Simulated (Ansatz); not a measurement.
Runs of Ansatz 0.2.0 on Ti2C. The structure is trigonal, space group R-3m (No. 166). Conventional cell: a = 3.081 Å, b = 3.081 Å, c = 14.441 Å, α = 90.00°, β = 90.00°, γ = 120.00°. Ti (site symmetry 3m) is surrounded by 3 C at 2.11 Å. Around C (site symmetry -3m) lie 6 Ti at 2.11 Å. The cell comes from a database or a generator and needn't be the stable form of this composition.

```tsv
task	level	potentials or basis	k mesh	cutoff (eV)	points for each segment of the path	gap on the mesh (eV)	pressure (GPa)	V0 of scaled cells (Å³/atom)	B0 (GPa)	largest force (eV/Å)
band structure	PBEsol	JTH PAW	10 × 10 × 10	1230	14	none	-4.1	-	-	0.15
single point	PBE0	Ansatz PAW	8 × 8 × 8	420	-	none	-	-	-	0.38
band structure	r2SCAN	Ansatz PAW	10 × 10 × 10	500	14	none	(c)	-	-	(a)
equation of state	r2SCAN	Ansatz PAW	10 × 10 × 10	500	-	-	-	(b)	192	-
equation of state	LDA	Ansatz PAW	10 × 10 × 10	420	-	-	-	12.56	207	-
```

Alike in all rows: no spin polarisation; cell as given; smearing fermi-dirac 0.05 eV.

Problem. Fill in the values left out.

Solution. (a) 0.07; (b) 13.16; (c) -0.4.

Caveats: the PAW data sets come from PBE, with cores solved anew for the run's functional, which leaves a small shift of forces and pressure (some runs); the cell was scaled at fixed shape and fractional positions, which overstates the stiffness of a crystal with free parameters, most of all of layers and chains (some runs).

A k mesh can miss the band edges.

A gap of «none» marks a metal or a gap under the smearing width.

Not every run made on this cell is shown here.
